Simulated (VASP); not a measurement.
```
NaBr
1.0
    0.00000     3.02655     3.02655
    3.02655     0.00000     3.02655
    3.02655     3.02655     0.00000
Na Br
1 1
Direct
  0.00000   0.00000   0.00000
  0.50000   0.50000   0.50000
```

These are r2SCAN meta-GGA, VASP's PBE PAW potentials (set 64) (plane waves; VASP) values and carry that method's errors. Numerical set-up: 520 eV cut-off, 8×8×8 Γ-centred mesh, Gaussian smearing of 0.050 eV, potentials Na_pv Br.

Problem. Give the stress tensor in GPa (positive for a compressed cell).

Solution. 
```
-1.17   0.00   0.00
 0.00  -1.17   0.00
 0.00   0.00  -1.17
```
The pressure is its mean diagonal, -1.17 GPa.

The compound is NaBr in the rock salt structure. This cell is one point of a volume scan, at 1.06 of the reference volume.
